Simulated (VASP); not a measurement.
Wanted: the native input for a VASP 6.6.1 run.

| Item | Value |
| --- | --- |
| Task | relaxation of cell and atoms |
| Functional | PBEsol |
| Potentials or basis | VASP PAW PBE potentials, release 64 (B, P) |
| Cutoff | 600 eV |
| k mesh | 10 × 10 × 10 |
| Occupations | gaussian, width 0.03 eV |
| Spin | no spin polarisation |
| Further INCAR settings | ALGO = Normal; EDIFF = 1e-07; IBRION = 2; EDIFFG = -0.005; NSW = 90; ISIF = 3 |

The structure of BP lies in POSCAR:

```
BP                                      
1.0
   -0.0000000000      2.2605516541      2.2605516541
    2.2605516541      0.0000000000      2.2605516541
    2.2605516541      2.2605516541     -0.0000000000
  B               P             
     1     1
Direct
     0.0000000000000000    0.0000000000000000    0.0000000000000000
     0.2500000000000000    0.2500000000000000    0.2500000000000000
```

The input as run:

INCAR

```
SYSTEM = BP
PREC = Accurate
ENCUT = 600
EDIFF = 1E-7
ISMEAR = 0
SIGMA = 0.03
LREAL = .False.
LASPH = .True.
NELM = 80
ALGO = Normal
ISIF = 3
LWAVE = .False.
LCHARG = .False.
GGA = PS
IBRION = 2
NSW = 90
EDIFFG = -0.005
```

KPOINTS

```
regular mesh
0
Gamma
  10 10 10
  0 0 0
```

Potentials or basis: VASP PAW PBE potentials, release 64 (B, P).

Run with:

```sh
$ cat potpaw_PBE.64/B/POTCAR potpaw_PBE.64/P/POTCAR > POTCAR
$ mpirun -np 1 vasp_std > vasp.out
```

Results of the run:

* Pressure after relaxing: 0.0 GPa
* Band gap on the k mesh: 1.12 eV, indirect (least direct gap 3.37 eV)

Caveat: the relaxation stopped at its first step, so nothing moved; the PAW data sets were made with another functional, which shifts forces and pressure a little.

It took 9.7 s on 1 thread of Intel(R) Xeon(R) Platinum 8559C (Emerald Rapids), with other jobs on the host, peak memory 0.15 GiB.
